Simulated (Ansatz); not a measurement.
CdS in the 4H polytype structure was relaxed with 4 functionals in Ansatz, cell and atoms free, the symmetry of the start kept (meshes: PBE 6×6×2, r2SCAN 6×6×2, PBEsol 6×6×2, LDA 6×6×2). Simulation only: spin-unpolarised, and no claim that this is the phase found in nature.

The r2SCAN result:
```
Cd S
1.0
     4.16060    0.00000    0.00000
    -2.08030    3.60318    0.00000
     0.00000    0.00000   13.55419
Cd S
4 4
Direct
  0.00000 0.00000 0.99965
  0.33333 0.66667 0.24989
  0.00000 0.00000 0.49965
  0.66667 0.33333 0.74989
  0.00000 0.00000 0.18764
  0.33333 0.66667 0.43782
  0.00000 0.00000 0.68764
  0.66667 0.33333 0.93782
```

Space group P6_3mc (No. 186), hexagonal; a = 4.161 Å, c = 13.554 Å in the conventional setting, 25.40 Å³ an atom. Around Cd lie 4 S at 2.54–2.55 Å; around Cd lie 4 S at 2.55 Å; around S lie 4 Cd at 2.55 Å; around S lie 4 Cd at 2.54–2.55 Å.

Question: Order the functionals by the relaxed volume, smallest first.
A. PBEsol
B. PBE
C. r2SCAN
D. LDA

Answer: D (23.85 Å³/atom), A (24.72 Å³/atom), C (25.40 Å³/atom), B (26.03 Å³/atom).

Question: What lattice does LDA give?

Answer: a = 4.072 Å, c = 13.284 Å; the volume differs by -6.1 % from r2SCAN's. Cd is surrounded by 4 S at 2.49 Å; S is surrounded by 4 Cd at 2.49 Å (further sites aren't listed).

Question: How does the cell change with PBE?

Answer: a = 4.194 Å, c = 13.671 Å; the volume differs by +2.5 % from r2SCAN's. Cd is surrounded by 4 S at 2.56–2.57 Å; Cd is surrounded by 4 S at 2.57 Å; S is surrounded by 4 Cd at 2.57 Å (further sites aren't listed).

Question: Held at the r2SCAN cell, what mean stress do LDA and PBE find, and does its sign point to their own minimum?

Answer: Yes. LDA -3.71 GPa, and its relaxed volume is -6.1 % from r2SCAN's; PBE +1.38 GPa, and its relaxed volume is +2.5 % from r2SCAN's. Compression counts positive, so a positive stress asks for a larger cell.
